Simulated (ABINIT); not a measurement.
# PtSe2 (Sudovikovite) (P-3m1) in ABINIT: further runs, part 2 of 2

ABINIT 10.8.3 (patched build). The steps go on from the part before.

### 3 Single point, AM05

run.abi

```
# Pseudopotentials
pp_dirpath "./"
pseudos "Pt.GGA_PBE-JTH.xml, Se.GGA_PBE-JTH.xml"

# Structure
acell 3*1.0 Angstrom
rprim
     3.7240000000     0.0000000000     0.0000000000
    -1.8620000000     3.2250786037     0.0000000000
     0.0000000000     0.0000000000     5.0620000000
ntypat 2
znucl 78 34
natom 3
typat 1 2 2
xcart
     0.0000000000     0.0000000000     0.0000000000
     3.5186700444     2.0315050969     7.1743452321
    -0.0000000004     4.0630101945     2.3914484107

# Plane-wave basis
ecut 19.0
pawecutdg 38.0
pawxcdev 0

# k points
kptopt 1
ngkpt 8 8 5
nshiftk 1
shiftk 0.0 0.0 0.0

# Exchange and correlation
ixc -120135

# Bands and occupations
nband 15
occopt 3
tsmear 0.00183747

# SCF cycle
nstep 100
tolvrs 1.0e-9

# Output
iomode 3
prtwf 0
prteig 0
prtebands 0
enunit 2
prtden 1
prtvha 1
prtvclmb 1
prtpot 1
```

Potentials or basis: JTH PAW PBE v2.0.

Launch:

```bash
$ abinit run.abi > log 2>&1
```

Wall time 67 s (1 thread of Arm Neoverse V1, shared host); peak memory 0.14 GiB.

It converged, with:

* Free energy: -1258.1118 eV
* Pressure: 2.6 GPa
* Largest force: 0.294 eV/Å
* Band gap on the k mesh: none (metal or under the smearing width)

Forces on the atoms (eV/Å):
```
Pt   0.000  0.000  0.000
Se   0.000  0.000 -0.294
Se   0.000  0.000  0.294
```

Stress tensor (GPa, compression positive):
```
2.99 0.00 0.00
0.00 2.99 0.00
0.00 0.00 1.78
```

Levels at points of the mesh, in eV from the Fermi level:
```
           k point  band 7  band 8  band 9  band 10  band 11  band 12  band 13  band 14  band 15
(0.00, 0.00, 0.00)   -4.07   -2.62   -1.09    -1.09     0.39     1.40     1.40     3.53     4.12
(0.50, 0.00, 0.00)   -3.76   -3.60   -3.54    -3.46    -3.03     0.61     2.30     4.71     5.79
```

Caveat: the PAW data sets were made with another functional, which shifts forces and pressure a little; the atomic spheres overlap.

### 4 Single point, r2SCAN

run.abi: that of step 3 with these lines changed.

```diff
@@ -22,3 +22,2 @@
 pawecutdg 38.0
-pawxcdev 0
 
@@ -31,3 +30,5 @@
 # Exchange and correlation
-ixc -120135
+ixc -497498
+usekden 1
+pawxcdev 0
 
@@ -40,3 +41,3 @@
 nstep 100
-tolvrs 1.0e-9
+tolvrs 1.0e-7
```

Launch:

```bash
$ abinit run.abi > log 2>&1
```

Wall time 2.7 min (1 thread of Arm Neoverse V1, shared host); peak memory 0.16 GiB.

The run converged. Its results:

```yaml
Free_energy: 617.2262 eV
Pressure: 5.4 GPa
Largest_force: 0.435 eV/Å
Band_gap_on_the_k_mesh: none (metal or under the smearing width)
```

Forces on the atoms (eV/Å):
```
Pt   0.000  0.000  0.000
Se   0.000  0.000 -0.435
Se   0.000  0.000  0.435
```

Stress tensor (GPa, compression positive):
```
5.38 0.00 0.00
0.00 5.38 0.00
0.00 0.00 5.30
```

Levels at points of the mesh, in eV from the Fermi level:
```
           k point  band 8  band 9  band 10  band 11  band 12  band 13  band 14  band 15
(0.00, 0.00, 0.00)   -2.86   -1.27    -1.27     0.30     1.42     1.42     3.95     4.67
(0.50, 0.00, 0.00)   -3.87   -3.82    -3.76    -3.22     0.66     2.34     4.97     6.27
```

Caveat: totals of a meta-GGA on PAW files have another zero than those of a GGA; the PAW data sets were made with another functional, which shifts forces and pressure a little; the atomic spheres overlap.

### 5 Single point, SCAN

run.abi: that of step 4 with these lines changed.

```diff
@@ -30,3 +30,3 @@
 # Exchange and correlation
-ixc -497498
+ixc -263267
 usekden 1
```

Potentials or basis: JTH PAW PBE v2.0.

Launch:

```bash
$ abinit run.abi > log 2>&1
```

run.abo:

```text
.Version 10.8.3 of ABINIT
 Symmetries : space group P-3 m 1 (#164); Bravais hP (primitive hexag.)
================================================================================
 Values of the parameters that define the memory need of the present run
     intxc =       0    ionmov =       0      iscf =      17    lmnmax =      18
     lnmax =       6     mgfft =      40  mpssoang =       3    mqgrid =    3001
     natom =       3  nloc_mem =       2    nspden =       1   nspinor =       1
    nsppol =       1      nsym =      12    n1xccc =       1    ntypat =       2
    occopt =       3   xclevel =       2
       mpw =        1635          nfft =       36000          nkpt =          40
 PAW method is used; the additional fine FFT grid is defined by:
   mgfftf=        54    nfftf =     86400
================================================================================
================================================================================

--------------------------------------------------------------------------------
------------- Echo of variables that govern the present computation ------------
--------------------------------------------------------------------------------
 -outvars: echo values of preprocessed input variables --------
            acell      1.8897261259E+00  1.8897261259E+00  1.8897261259E+00 Bohr
              amu      1.95080000E+02  7.89600000E+01
             ecut      1.90000000E+01 Hartree
           enunit           2
              ixc     -263267
[... 246 lines left out ...]
total_energy_dc_eV  :  5.65073487663841E+02
...

--- !EnergyTermsWithPAWCore
iteration_state     : {dtset: 1, }
comment             : 'Components of total free energy, including PAW core contributions'
Total energy        : -2.32764225105457E+04
Total energy DC     : -2.32764225279979E+04
Total energy (eV)   : -6.33383723359105E+05
Total energy DC (eV): -6.33383723834004E+05
...

 Cartesian components of stress tensor (hartree/bohr^3)
  sigma(1 1)= -8.95761664E-05  sigma(3 2)=  0.00000000E+00
  sigma(2 2)= -8.95761664E-05  sigma(3 1)=  0.00000000E+00
  sigma(3 3)= -1.41562305E-04  sigma(2 1)=  0.00000000E+00

-Cartesian components of stress tensor (GPa)         [Pressure=  3.1453E+00 GPa]
- sigma(1 1)= -2.63542180E+00  sigma(3 2)=  0.00000000E+00
- sigma(2 2)= -2.63542180E+00  sigma(3 1)=  0.00000000E+00
- sigma(3 3)= -4.16490680E+00  sigma(2 1)=  0.00000000E+00

== END DATASET(S) ==============================================================
================================================================================

 -outvars: echo values of variables after computation  --------
            acell      1.8897261259E+00  1.8897261259E+00  1.8897261259E+00 Bohr
           etotal      2.0766067651E+01
            fcart     -2.0406537604E-28 -1.1781719979E-28 -0.0000000000E+00
                      -2.0406537604E-28 -1.1781719979E-28 -1.1625173443E-03
                       4.0813075207E-28  2.3563439957E-28  1.1625173443E-03
            rprim      3.7240000000E+00  0.0000000000E+00  0.0000000000E+00
                      -1.8620000000E+00  3.2250786037E+00  0.0000000000E+00
                       0.0000000000E+00  0.0000000000E+00  5.0620000000E+00
           strten     -8.9576166379E-05 -8.9576166430E-05 -1.4156230494E-04
                       0.0000000000E+00  0.0000000000E+00  0.0000000000E+00
           xangst      0.0000000000E+00  0.0000000000E+00  0.0000000000E+00
                       1.8620000000E+00  1.0750262012E+00  3.7964999991E+00
                       9.4261207053E-18  2.1500524025E+00  1.2655000009E+00
             xred      0.0000000000E+00  0.0000000000E+00  0.0000000000E+00
                       6.6666666667E-01  3.3333333333E-01  7.4999999983E-01
                       3.3333333333E-01  6.6666666667E-01  2.5000000017E-01
 Calculation completed.
```

Wall time 2.6 min (1 thread of Arm Neoverse V1, shared host); peak memory 0.17 GiB.

Results:

```
Free energy            : 565.0735 eV
Pressure               : 3.1 GPa
Largest force          : 0.060 eV/Å
Band gap on the k mesh : none (metal or under the smearing width)
```

Forces on the atoms (eV/Å):
```
Pt   0.000  0.000  0.000
Se   0.000  0.000 -0.060
Se   0.000  0.000  0.060
```

Stress tensor (GPa, compression positive):
```
2.64 0.00 0.00
0.00 2.64 0.00
0.00 0.00 4.16
```

Caveat: totals of a meta-GGA on PAW files have another zero than those of a GGA; the PAW data sets were made with another functional, which shifts forces and pressure a little; the atomic spheres overlap. The run has no spin-orbit coupling, so splittings on Pt are missing.

### 6 The runs side by side

```csv
level,gap on the mesh (eV),pressure (GPa),largest force (eV/Å)
BLYP,none,15.0,1.11
AM05,none,2.6,0.29
r2SCAN,none,5.4,0.44
SCAN,none,3.1,0.06
```

Alike in all rows: task single point; potentials or basis JTH PAW PBE v2.0; no spin polarisation; cell as given; k mesh 8 × 8 × 5; cutoff (eV) 517; smearing fermi-dirac 0.05 eV.

Every run on the cell as given and a fine mesh finds a metal. The pressure there spans 2.6 GPa (AM05) to 15.0 GPa (BLYP); a positive pressure means that this level wants a larger cell, a negative one a smaller.

Caveats: the PAW data sets were made with another functional, which shifts forces and pressure a little; the atomic spheres overlap; totals of a meta-GGA on PAW files have another zero than those of a GGA (some runs).

Total energies depend on the potentials used, so only differences within one code and one set of settings carry meaning.
